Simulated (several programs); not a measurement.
## What each method gives for SiS2 (Ibam)

A 6-atom cell of SiS2 started from a crystallographic database, relaxed with r2SCAN+rVV10 in Ansatz, was computed with several methods. It is orthorhombic, Ibam (No. 72); conventional cell a = 5.487 Å, b = 9.636 Å, c = 5.523 Å, 24.34 Å³ an atom. Around Si lie 4 S at 2.13 Å; around S lie 2 Si at 2.13 Å. The values are computed, spin-unpolarised, and not measurements.

```cif
data_structure
_symmetry_space_group_name_H-M 'Ibam'
_symmetry_Int_Tables_number 72
_cell_length_a 5.4868
_cell_length_b 9.6361
_cell_length_c 5.5233
_cell_angle_alpha 90.000
_cell_angle_beta 90.000
_cell_angle_gamma 90.000
_cell_volume 292.02
loop_
_atom_site_label
_atom_site_type_symbol
_atom_site_symmetry_multiplicity
_atom_site_Wyckoff_symbol
_atom_site_fract_x
_atom_site_fract_y
_atom_site_fract_z
_atom_site_occupancy
Si1 Si 4 a 0.00000 0.00000 0.75000 1
S1 S 8 j 0.21222 0.11778 0.00000 1
```

Gaps and times are for a single point on this cell; volume and bulk modulus come from each method's own relaxation or energy curve at fixed shape, which is too stiff where a cell has free coordinates or axes. Times are rough, from shared hosts (AMD EPYC 7R13 Processor; Intel Xeon Platinum 8488C; NVIDIA H100 80GB HBM3), and each method has its own mesh and cell size. A double dagger marks a value from a curve with shape and coordinates held. PM6 (MOPAC), PM7 (MOPAC), GFN1-xTB (tblite), GFN2-xTB (tblite) treat a cluster of cells at its zone centre, which samples few k points: where these miss a band edge, the gap comes out too large for that reason alone. Gaps from k meshes are read at a limited set of points (mesh, symmetry points, PBE's band edges), so each method's own least gap may be somewhat smaller. xTB and the PM methods were fitted mostly to molecules, and can miss a solid's gap by electronvolts. Minimal bases can be far off for gaps. Times of the plane-wave ladder aren't listed, since it ran on unlike processors and cards. Curves at held shape can't give the bulk modulus of a layered or molecular crystal, so none is listed. GLLB-SC's gap includes the derivative discontinuity. d marks a direct gap, i an indirect one (no mark: not told apart), a dash a value that wasn't computed or didn't pass its checks.

```
                              method              kind  gap (eV)  own volume (Å³/atom)  bulk modulus (GPa)  atoms computed  processor time
                          PBE-D3(BJ)         semilocal         –                 23.82                   –               6               –
                        r2SCAN+rVV10         semilocal         –                 24.34                   –               6               –
                              PBE-D4         semilocal         –                 23.68                   –               6               –
light PBE (260 eV and a coarse mesh)  light plane-wave    2.73 i                25.20‡                   –               6           3.3 s
                   GFN1-xTB (tblite)     tight binding      5.53                24.55‡                   –         cluster           3.4 s
                    GFN1-xTB (DFTB+)     tight binding    5.62 i                     –                   –               6           4.1 s
                   GFN2-xTB (tblite)     tight binding      3.47                24.69‡                   –         cluster             6 s
                                 LDA         semilocal    2.52 i                     –                   –               6               –
                                 PBE         semilocal    2.73 i                     –                   –               6               –
                         PM7 (MOPAC)    semi-empirical      6.55                24.46‡                   –         cluster            18 s
                         PM6 (MOPAC)    semi-empirical      6.82                     –                   –         cluster            18 s
                      PBE/SZV (CP2K)       small basis    4.07 i                     –                   –               6            19 s
                              r2SCAN         semilocal    3.12 i                     –                   –               6               –
                               HSE06            hybrid    3.83 i                     –                   –               6               –
                     PBE/DZVP (CP2K)       small basis    2.62 i                24.97‡                   –               6            40 s
                      GLLB-SC (GPAW)   model potential      4.82                     –                   –               6            79 s
                                PBE0            hybrid    4.57 i                     –                   –               6               –
                             r2SCANh            hybrid    3.78 i                     –                   –               6               –
                            DDH-PBE0            hybrid    4.52 i                     –                   –               6               –
```

Against HSE06 (3.83 eV) and with closed or daggered gaps left aside, the nearest gap at the points sampled is that of r2SCANh (-0.05 eV) and the farthest that of PM6 (MOPAC) (+2.99 eV). HSE06 is only a yardstick of convenience, and nearness to it can be luck.
